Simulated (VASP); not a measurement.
# Al2Cu (I4/mmm) in VASP: single point with PBE

Aim: the single point of Al2Cu with PBE.

Program: VASP 6.6.1. These are calculated values, not measurements. Logs are shortened: lines on timing, memory, paths and dates and some standing lists are left out, and cuts for length are marked.

### Step 1. The structure

Symmetry: I4/mmm, No. 139, tetragonal system. The conventional cell has a = 4.061 Å, b = 4.061 Å, c = 5.702 Å, α = 90.00°, β = 90.00°, γ = 90.00°. Around Al (site symmetry -4m2) lie 4 Cu at 2.48 Å and 2 Al at 2.85 Å. Cu (site symmetry 4/mmm) has 8 Al at 2.48 Å as nearest neighbours.

The cell comes from a database or a generator and needn't be the stable form of this composition.

### Step 2. Single point, PBE

The input, INCAR:

```
SYSTEM = Al2Cu
  PREC = Accurate
  ENCUT = 520
  EDIFF = 1E-6
  ISMEAR = 0
  SIGMA = 0.1
  LREAL = .False.
  LASPH = .True.
  NELM = 100
  ALGO = Fast
  ISIF = 2
  LWAVE = .False.
  LCHARG = .True.
  GGA = PE
  LELF = .True.
  LVHAR = .True.
  NBANDS = 16
```

The input, KPOINTS:

```
regular mesh
0
Gamma
  6 6 6
  0 0 0
```

The input, POSCAR:

```
Al2Cu
1.0
   -2.0303380000      2.0303380000      2.8510940000
    2.0303380000     -2.0303380000      2.8510940000
    2.0303380000      2.0303380000     -2.8510940000
Al Cu
2 1
Direct
    0.7500000000      0.2500000000      0.5000000000
    0.2500000000      0.7500000000      0.5000000000
    0.5000000000      0.5000000000      0.0000000000
```

Potentials or basis: VASP PAW PBE potentials, release 64 (Al, Cu).

Started as:

```console
$ cat potpaw_PBE.64/Al/POTCAR potpaw_PBE.64/Cu/POTCAR > POTCAR
$ mpirun -np 1 vasp_std > vasp.out
```

OUTCAR:

```text
SYSTEM = Al2Cu
   PREC = Accurate
   ENCUT = 520
   EDIFF = 1E-6
   ISMEAR = 0
   LREAL = .False.
   LASPH = .True.
   NELM = 100
   ISIF = 2
   GGA = PE

 ion  position               nearest neighbor table
   1  0.750  0.250  0.500-   3 2.48   3 2.48   3 2.48   3 2.48   2 2.85   2 2.85   2 2.87   2 2.87
                             2 2.87   2 2.87
   2  0.250  0.750  0.500-   3 2.48   3 2.48   3 2.48   3 2.48   1 2.85   1 2.85   1 2.87   1 2.87
                             1 2.87   1 2.87
   3  0.500  0.500  0.000-   2 2.48   1 2.48   1 2.48   2 2.48   1 2.48   2 2.48   2 2.48   1 2.48

  LATTYP: Found a body centered tetragonal cell.
 ALAT       =     4.0606760000
 C/A-ratio  =     1.4042459925

  Lattice vectors:

 A1 = (  -2.0303380000,   2.0303380000,   2.8510940000)
 A2 = (   2.0303380000,  -2.0303380000,   2.8510940000)
 A3 = (   2.0303380000,   2.0303380000,  -2.8510940000)

Analysis of symmetry for initial positions (statically):
=====================================================================
 Subroutine PRICEL returns:
 Original cell was already a primitive cell.

 Routine SETGRP: Setting up the symmetry group for a
 body centered tetragonal supercell.

 Subroutine GETGRP returns: Found 16 space group operations
 (whereof 16 operations were pure point group operations)
 out of a pool of 16 trial point group operations.

The static configuration has the point symmetry D_4h.

Analysis of symmetry for dynamics (positions and initial velocities):
=====================================================================
 Subroutine PRICEL returns:
 Original cell was already a primitive cell.

 Routine SETGRP: Setting up the symmetry group for a
 body centered tetragonal supercell.

 Subroutine GETGRP returns: Found 16 space group operations
 (whereof 16 operations were pure point group operations)
 out of a pool of 16 trial point group operations.

The dynamic configuration has the point symmetry D_4h.

 Subroutine INISYM returns: Found 16 space group operations
 (whereof 16 operations are pure point group operations),
 and found     1 'primitive' translations

----------------------------------------------------------------------------------------

                                     Primitive cell

  volume of cell :      47.0119

  direct lattice vectors                    reciprocal lattice vectors
    -2.030338000  2.030338000  2.851094000     0.000000000  0.246264415  0.175371279
     2.030338000 -2.030338000  2.851094000     0.246264415  0.000000000  0.175371279
     2.030338000  2.030338000 -2.851094000     0.246264415  0.246264415  0.000000000

  length of vectors
     4.046391205  4.046391205  4.046391205     0.302326392  0.302326392  0.348270476

  position of ions in fractional coordinates (direct lattice)
     0.750000000  0.250000000  0.500000000
     0.250000000  0.750000000  0.500000000
     0.500000000  0.500000000  0.000000000

  ion indices of the primitive-cell ions
   primitive index   ion index
                 1           1
                 2           2
                 3           3

----------------------------------------------------------------------------------------

 KPOINTS: regular mesh

Automatic generation of k-mesh.
 Grid dimensions read from file:
 generate k-points for:    6    6    6

 Generating k-lattice:

  Cartesian coordinates                     Fractional coordinates (reciprocal lattice)
     0.000000000  0.041044069  0.029228546     0.166666667  0.000000000  0.000000000
     0.041044069  0.000000000  0.029228546     0.000000000  0.166666667  0.000000000
     0.041044069  0.041044069  0.000000000     0.000000000  0.000000000  0.166666667

  Length of vectors
     0.050387732  0.050387732  0.058045079

  Shift w.r.t. Gamma in fractional coordinates (k-lattice)
     0.000000000  0.000000000  0.000000000

 Subroutine IBZKPT returns following result:
 ===========================================

 Found     30 irreducible k-points:

 Following reciprocal coordinates:
            Coordinates               Weight
  0.000000  0.000000  0.000000      1.000000
  0.166667  0.000000 -0.000000      8.000000
  0.333333  0.000000 -0.000000      8.000000
  0.500000  0.000000 -0.000000      4.000000
  0.166667  0.166667  0.000000      8.000000
  0.333333  0.166667 -0.000000     16.000000
[... 16 lines left out ...]
 -0.333333 -0.333333  0.166667      8.000000
 -0.166667 -0.333333  0.166667      8.000000
 [... further k-points ...]
   k-points           NKPTS =     30   k-points in BZ     NKDIM =     30   number of bands    NBANDS=     16
   number of dos      NEDOS =    301   number of ions     NIONS =      3
   total plane-waves  NPLWV =  27000
   dimension x,y,z NGX =    30 NGY =   30 NGZ =   30
   dimension x,y,z NGXF=    60 NGYF=   60 NGZF=   60
   ions per type =               2   1
   NGX,Y,Z   is equivalent  to a cutoff of  12.33, 12.33, 12.33 a.u.
   NGXF,Y,Z  is equivalent  to a cutoff of  24.65, 24.65, 24.65 a.u.
 SYSTEM =  Al2Cu
   PREC   = accura    normal or accurate (medium, high low for compatibility)
   ISTART =      0    job   : 0-new  1-cont  2-samecut
   ICHARG =      2    charge: 1-file 2-atom 10-const
   ISPIN  =      1    spin polarized calculation?
   LNONCOLLINEAR =      F non collinear calculations
   LSORBIT =      F    spin-orbit coupling
   LASPH  =      T    aspherical Exc in radial PAW
   ENCUT  =  520.0 eV  38.22 Ry    6.18 a.u.   7.52  7.52  7.52*2*pi/ulx,y,z
   NELM   =    100;   NELMIN=  2; NELMDL= -5     # of ELM steps
   EDIFF  = 0.1E-05   stopping-criterion for ELM
   LREAL  =      F    real-space projection
   EDIFFG = 0.1E-04   stopping-criterion for IOM
   NSW    =      0    number of steps for IOM
   IBRION =     -1    ionic relax: 0-MD 1-quasi-New 2-CG
   NFREE  =      0    steps in history (QN), initial steepest desc. (CG)
   ISIF   =      2    stress and relaxation
   ISYM   =      2    0-nonsym 1-usesym 2-fastsym
   POTIM  = 0.5000    time-step for ionic-motion
   TEBEG  =    0.0;   TEEND  =   0.0 temperature during run
   PSTRESS=    0.0 pullay stress
   NELECT =      17.0000    total number of electrons
   NUPDOWN=      -1.0000    fix difference up-down
   EMIN   =  10.00;   EMAX   =-10.00  energy-range for DOS
   EFERMI =   0.00;   METHOD = LEGACY
   ISMEAR =     0;   SIGMA  =   0.10  broadening in eV -4-tet -1-fermi 0-gaus
   EFERMI_NEDOS =   21; number of points for ismear=-14 and -15
   IALGO  =     68    algorithm
   IMIX   =      4    mixing-type and parameters
     AMIX     =   0.40;   BMIX     =  1.00
     AMIX_MAG =   1.60;   BMIX_MAG =  1.00
  volume/ion in A,a.u.               =      15.67       105.75
  Fermi-wavevector in a.u.,A,eV,Ry     =   1.166331  2.204046 18.508379  1.360327
  Thomas-Fermi vector in A             =   2.302845
   LORBIT       =      0    0 simple, 1 ext, 2 COOP (PROOUT), +10 PAW based schemes
   GGA     = PE    functional components
   LHFCALC =     F    Hartree Fock is set to
   AEXX    =    0.0000 exact exchange contribution
   IVDW    =     0    specifies the selected vdW correction
   LEPSILON=     F    determine dielectric tensor
   LRPA    =     F    only Hartree local field effects (RPA)
 non-spin polarized calculation
 RMM-DIIS sequential band-by-band and
 Gauss-broadening in eV      SIGMA  =   0.10
  energy-cutoff  :      520.00
  volume of cell :       47.01
 maximum number of plane-waves:      1293
   NGX = 15   NGY = 15   NGZ = 15

 number of electron      17.0000003 magnetization

 Free energy of the ion-electron system (eV)
  ---------------------------------------------------
  ext. energy  EPLUGINS =         0.00000000
  ---------------------------------------------------
  free energy    TOTEN  =       -11.73510834 eV

  energy without entropy =      -11.72958023  energy(sigma->0) =      -11.73234429

 E-fermi :   7.1378     XC(G=0): -10.5210

 val. band max:        7.1058895490   @ k =  -0.3333   0.1667   0.0000
 cond. band min:       7.1797593107   @ k =  -0.1667  -0.3333   0.1667
 fundamental gap:      0.0738697617
 Fermi energy:         7.1378264436

 k-point     1 :       0.0000    0.0000    0.0000
  band No.  band energies     occupation
      1      -3.1137      2.00000
      2       2.5605      2.00000
      3       2.5675      2.00000
      4       2.5675      2.00000
      5       3.1209      2.00000
      6       3.1322      2.00000
[... 8 lines left out ...]
     15      14.1289      0.00000
     16      14.3615      0.00000

 k-point     2 :       0.1667    0.0000   -0.0000
  band No.  band energies     occupation
      1      -2.7393      2.00000
      2       2.4394      2.00000
      3       2.6164      2.00000
      4       2.6198      2.00000
      5       3.1113      2.00000
      6       3.1213      2.00000
[... 8 lines left out ...]
     15      13.2853      0.00000
     16      13.8679      0.00000

 k-point     3 :       0.3333    0.0000   -0.0000
  band No.  band energies     occupation
      1      -1.6479      2.00000
      2       1.8938      2.00000
      3       2.6935      2.00000
      4       2.6950      2.00000
      5       3.1414      2.00000
      6       3.1452      2.00000
[... 8 lines left out ...]
     15      14.6677      0.00000
     16      16.3179      0.00000

 k-point     4 :       0.5000    0.0000   -0.0000
  band No.  band energies     occupation
      1      -0.3144      2.00000
      2       0.6154      2.00000
      3       2.7073      2.00000
      4       2.7120      2.00000
      5       3.1751      2.00000
      6       3.1909      2.00000
[... 8 lines left out ...]
     15      17.0443      0.00000
     16      18.4896      0.00000
[... 324 lines left out ...]
 k-point    22 :      -0.1667    0.5000    0.1667
  band No.  band energies     occupation
      1      -0.2956      2.00000
      2       1.1448      2.00000
      3       2.6519      2.00000
      4       2.7854      2.00000
      5       3.1827      2.00000
      6       3.1979      2.00000
[... 8 lines left out ...]
     15      17.1134      0.00000
     16      18.2160      0.00000

 k-point    23 :      -0.3333   -0.3333    0.1667
  band No.  band energies     occupation
      1      -0.6732      2.00000
      2       1.9347      2.00000
      3       2.5983      2.00000
      4       2.8965      2.00000
      5       3.0244      2.00000
      6       3.1869      2.00000
[... 8 lines left out ...]
     15      16.3756      0.00000
     16      17.0309      0.00000

 k-point    24 :      -0.1667   -0.3333    0.1667
  band No.  band energies     occupation
      1      -1.7472      2.00000
      2       2.1510      2.00000
      3       2.7065      2.00000
      4       2.7356      2.00000
      5       3.0152      2.00000
      6       3.1975      2.00000
[... 8 lines left out ...]
     15      15.8689      0.00000
     16      16.9052      0.00000

 [... further k-points ...]
[... 5 lines left out ...]
  --------------------------------------------------------------------------------------
  -------------------------------------------------------------------------------------
  Total        0.7819568      0.7819568      0.7913918      0.0000000      0.0000000      0.0000000
  in kB       26.6492587     26.6492587     26.9708039      0.0000000      0.0000000      0.0000000
  external PRESSURE =      26.7564404 kB  Pullay stress =       0.0000000 kB

 VOLUME and BASIS-vectors are now :
 -----------------------------------------------------------------------------
  energy-cutoff  :      520.00
  volume of cell :       47.01
      direct lattice vectors                 reciprocal lattice vectors
    -2.030338000  2.030338000  2.851094000     0.000000000  0.246264415  0.175371279
     2.030338000 -2.030338000  2.851094000     0.246264415  0.000000000  0.175371279
     2.030338000  2.030338000 -2.851094000     0.246264415  0.246264415  0.000000000

 POSITION                                       TOTAL-FORCE (eV/Angst)
 -----------------------------------------------------------------------------------
      0.00000      2.03034      1.42555         0.000000     -0.000000      0.000000
      2.03034      0.00000      1.42555        -0.000000      0.000000     -0.000000
      0.00000      0.00000      2.85109        -0.000000      0.000000     -0.000000
 -----------------------------------------------------------------------------------
    total drift:                                0.000000     -0.000000      0.000000

  FREE ENERGIE OF THE ION-ELECTRON SYSTEM (eV)
  ---------------------------------------------------
  free  energy   TOTEN  =       -11.7351083414 eV

  energy  without entropy=      -11.7295802288  energy(sigma->0) =      -11.73234429
```

It took 18 s on 1 thread of AMD EPYC 9R45 (Zen 5), shared host; peak memory 0.14 GiB.

Results:

| Property | Result |
| --- | --- |
| Free energy | -11.7351 eV |
| Pressure | 2.7 GPa |
| Band gap on the k mesh | none (metal or under the smearing width) |

Caveat: the k mesh is coarse (spacing up to 0.36 Å⁻¹), so the values aren't converged.
